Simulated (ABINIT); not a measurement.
# GaAs (F-43m): G0W0 in ABINIT against the bands in the screening, part 2 of 2

Aim: move the bands in the screening of a G0W0 run on GaAs (F-43m) over a wide range.

ABINIT 10.8.3; PBE and many-body steps on it, plane waves. Known limits of the many-body steps: not at the basis limit; exchange with frozen shells missing; screening runs away on this mesh; no spin-orbit coupling; coarse k mesh.

So far. Step 2 (Screening, 4×4×4 mesh, 22 bands, screening to 163.3 eV): Local fields lower ε∞ by 8 %. The value itself is an artefact of the mesh, where one narrow direct gap carries too much weight. Step 5 (30 bands): The gap on the mesh goes from 0.51 eV to 1.23 eV, a correction of +0.72 eV.

## 7. 87 bands

This step: G0W0 on PBE, plane waves, norm-conserving pseudopotentials.

The input, run.abi:

```
acell 3*1.0 Angstrom
rprim 
  0.000000000000 2.826850000000 2.826850000000
  2.826850000000 0.000000000000 2.826850000000
  2.826850000000 2.826850000000 -0.000000000000
ntypat 2
znucl 31 33
natom 2
typat 1 2
xred 
  0.000000000000 0.000000000000 0.000000000000
  0.250000000000 0.250000000000 0.250000000000
pp_dirpath "pseudos"
pseudos "Ga.upf, As.upf"
ecut 38
ngkpt 4 4 4
nshiftk 1
shiftk 0 0 0
kptopt 1
chksymbreak 0
istwfk *1
occopt 1
irdwfk 1
optdriver 4
nband 87
gwcalctyp 0
ecutsigx 38
symsigma 1
nkptgw 1
kptgw 
  0.0000000000 0.0000000000 0.0000000000
bdgw 
  12 18
ecuteps 6
irdscr 1
ppmodel 1
indata_prefix "in"
outdata_prefix "out"
tmpdata_prefix "tmp"
```

Launch:

```
$ OMP_NUM_THREADS=1 mpirun -n 8 abinit run.abi > log
```

What it wrote:

```text
.Version 10.8.3 of ABINIT. v10.8.2 released Aug 2026.

 Symmetries : space group F-4 3 m (#216); Bravais cF (face-center cubic)
[... echo of the input left out ...]
== DATASET  1 ==================================================================
-   mpi_nproc: 8, omp_nthreads: 1 (-1 if OMP is not activated)

--- !DatasetInfo
iteration_state: {dtset: 1, }
dimensions: {natom: 2, nkpt: 8, mband: 87, nsppol: 1, nspinor: 1, nspden: 1, mpw: 3479, }
cutoff_energies: {ecut:  38.0, pawecutdg:  -1.0, }
[...]
16   7.763 -10.841  -6.854  -4.071   0.798  -0.252 -10.908  -0.067   7.696
       17   7.763 -10.841  -6.854  -4.071   0.798  -0.252 -10.908  -0.067   7.696
       18   7.763 -10.841  -6.854  -4.071   0.798  -0.252 -10.908  -0.067   7.696

== END DATASET(S) ==============================================================
================================================================================

 -outvars: echo values of variables after computation  --------
           etotal      0.0000000000E+00
            nband          87
             nkpt           8
          spgroup         216
 [... the other variables as echoed above ...]

 Calculation completed.
```

Elapsed: 6.4 s, on 8 MPI ranks of Intel Xeon Platinum 8259CL at 2.50GHz (Skylake/Cascade Lake), shared host; peak memory 1.2 GiB; 48 s of CPU time.

This step gave:

* G0W0 gap on the points computed: 1.134 eV
* starting gap on the mesh: 0.5137 eV
* k of the valence top: 0, 0, 0
* k of the conduction bottom: 0, 0, 0
* least direct G0W0 gap on the computed points: 1.134 eV

Against the run before, the gap moves by −0.097 eV.

## 8. Screening, 4×4×4 mesh, 183 bands, screening to 163.3 eV

This step: RPA screening on PBE, plane waves, norm-conserving pseudopotentials.

run.abi, as its differences from that of step 7:

```diff
@@ -23,15 +23,8 @@
 irdwfk 1
-optdriver 4
-nband 87
-gwcalctyp 0
-ecutsigx 38
-symsigma 1
-nkptgw 1
-kptgw 
-  0.0000000000 0.0000000000 0.0000000000
-bdgw 
-  12 18
+optdriver 3
+nband 183
 ecuteps 6
-irdscr 1
-ppmodel 1
+inclvkb 2
+awtr 1
+symchi 1
 indata_prefix "in"
```

What it wrote:

```text
.Version 10.8.3 of ABINIT. v10.8.2 released Aug 2026.

 Symmetries : space group F-4 3 m (#216); Bravais cF (face-center cubic)
[... echo of the input left out ...]
== DATASET  1 ==================================================================
-   mpi_nproc: 8, omp_nthreads: 1 (-1 if OMP is not activated)

--- !DatasetInfo
iteration_state: {dtset: 1, }
dimensions: {natom: 2, nkpt: 8, mband: 183, nsppol: 1, nspinor: 1, nspden: 1, mpw: 3479, }
cutoff_energies: {ecut:  38.0, pawecutdg:  -1.0, }
[...]
--------------------------------------------------------------------------------
[... chi0 elements left out ...]
 For q-point:  0.000010 0.000020 0.000030
  dielectric constant = 139.4959
  dielectric constant without local fields = 147.8549

  Average fulfillment of the sum rule on Im[epsilon] for q-point    1 :     83.73  [%]
[... wings left out ...]
  q-point number  2        q = ( 0.250000, 0.000000, 0.000000) [r.l.u.]
--------------------------------------------------------------------------------
[... chi0 elements left out ...]
  Average fulfillment of the sum rule on Im[epsilon] for q-point    2 :    101.68  [%]

 [... 6 further q-points ...]
```

It took 39 s on 8 MPI ranks; peak memory 1.8 GiB.

Numbers from this step:

```
ε∞ with local fields, on this mesh, along the program's q direction : 139.5
the same without local fields                                       : 147.9
plasma frequency                                                    : 29.23 eV
plane waves in the screening matrix                                 : 181
```

## 9. 183 bands

This step: G0W0 on PBE, plane waves, norm-conserving pseudopotentials.

run.abi, as its differences from that of step 8:

```diff
@@ -23,8 +23,15 @@
 irdwfk 1
-optdriver 3
-nband 183
+optdriver 4
+nband 87
+gwcalctyp 0
+ecutsigx 38
+symsigma 1
+nkptgw 1
+kptgw 
+  0.0000000000 0.0000000000 0.0000000000
+bdgw 
+  12 18
 ecuteps 6
-inclvkb 2
-awtr 1
-symchi 1
+irdscr 1
+ppmodel 1
 indata_prefix "in"
```

What it wrote:

```text
.Version 10.8.3 of ABINIT. v10.8.2 released Aug 2026.

 Symmetries : space group F-4 3 m (#216); Bravais cF (face-center cubic)
[... echo of the input left out ...]
== DATASET  1 ==================================================================
-   mpi_nproc: 8, omp_nthreads: 1 (-1 if OMP is not activated)

--- !DatasetInfo
iteration_state: {dtset: 1, }
dimensions: {natom: 2, nkpt: 8, mband: 87, nsppol: 1, nspinor: 1, nspden: 1, mpw: 3479, }
cutoff_energies: {ecut:  38.0, pawecutdg:  -1.0, }
[...]
16   7.763 -10.841  -6.854  -4.130   0.800  -0.250 -10.955  -0.114   7.648
       17   7.763 -10.841  -6.854  -4.130   0.800  -0.250 -10.955  -0.114   7.648
       18   7.763 -10.841  -6.854  -4.130   0.800  -0.250 -10.955  -0.114   7.648

== END DATASET(S) ==============================================================
================================================================================

 -outvars: echo values of variables after computation  --------
           etotal      0.0000000000E+00
            nband          87
             nkpt           8
          spgroup         216
 [... the other variables as echoed above ...]

 Calculation completed.
```

The job ended after 5.2 s (8 MPI ranks; peak memory 0.63 GiB; 40 s of CPU time).

This step gave:

- G0W0 gap on the points computed: 1.085 eV
- starting gap on the mesh: 0.5137 eV
- k of the valence top: 0, 0, 0
- k of the conduction bottom: 0, 0, 0
- least direct G0W0 gap on the computed points: 1.085 eV

Against the run before, the gap moves by −0.049 eV.

## 10. The runs together

Times are wall times on 8 MPI ranks of Intel Xeon Platinum 8259CL at 2.50GHz (Skylake/Cascade Lake), shared host, good to a factor of about two. A run's time includes the screening step that it read.

```csv
run,mesh,bands,screening cutoff (eV),DFT gap (eV),gap on the mesh (eV),direct (eV),ε∞ used,time
22 bands,4×4×4,87,163.3,0.514,1.308,1.308,136.55,11 s
30 bands,4×4×4,87,163.3,0.514,1.231,1.231,137.30,12 s
87 bands,4×4×4,87,163.3,0.514,1.134,1.134,138.88,29 s
183 bands,4×4×4,87,163.3,0.514,1.085,1.085,139.50,45 s
```

## 11. Summary of results

* 22 bands: 1.308 eV
* 30 bands: 1.231 eV
* 87 bands: 1.134 eV
* 183 bands: 1.085 eV
* known limits: not at the basis limit; exchange with frozen shells missing; screening runs away on this mesh; no spin-orbit coupling; coarse k mesh

**Reading.** The setting moved: bands in the screening. From 22 bands to 183 bands the gap moves by −0.22 eV, for 4.2 times the time. The last step still moves it by −0.049 eV. Bands and screening cutoff are coupled, so a series along one setting does not show full convergence. Bands and cutoff are finite, so the gap is not at the basis limit. The miss can reach some tenths of an eV and take either sign; the mesh is an error of its own. In the G0W0 runs levels were corrected at 1 k point alone, so a gap called «on the mesh» is the least over those, and an edge elsewhere would be missed. The 4×4×4 mesh is coarse for this cell, which bears on the long-range parts of exchange and screening. The norm-conserving file of at least one element keeps a d shell over frozen s and p shells of the same row. Exchange with those shells is missing from the self-energy, an error of 0.3 to 0.9 eV in cases checked, whose sign depends on which edge lies on those atoms. For the PBE start: On this mesh the RPA ε∞ passes 90, more than nearly any semiconductor shows; a coarse mesh does this where one point with a narrow direct gap carries much weight. The screening is then too strong, and the G0W0 gap should not be taken as the material's. The many-body steps are scalar-relativistic: spin-orbit coupling is not in them.

[Paths, hosts, dates, memory and timing lines, banners, echoed tables and standing remarks are left out of the program output.]

[Logs are printed without paths, hosts, clocks, repeated set-up lines and the standing remarks that a program may print on its own settings, such as how far it seeks lower states.]

[Runs of the session that timed out or met a known fault of the program may be left out.]

[Hosts, paths, dates, database ids (printed as entryN), source tags and the programs' standing remarks are cut or masked in the printed files.]

[G0W0 gaps are taken among the corrected bands and points alone; a level outside them can change the order at an edge.]

[Where Ansatz stands beside ABINIT at settings called matched, ABINIT's density can come from a denser mesh and the files from another edition; pairs whose starting gaps differed by over 0.03 eV were left out, so agreement reads better than it is.]
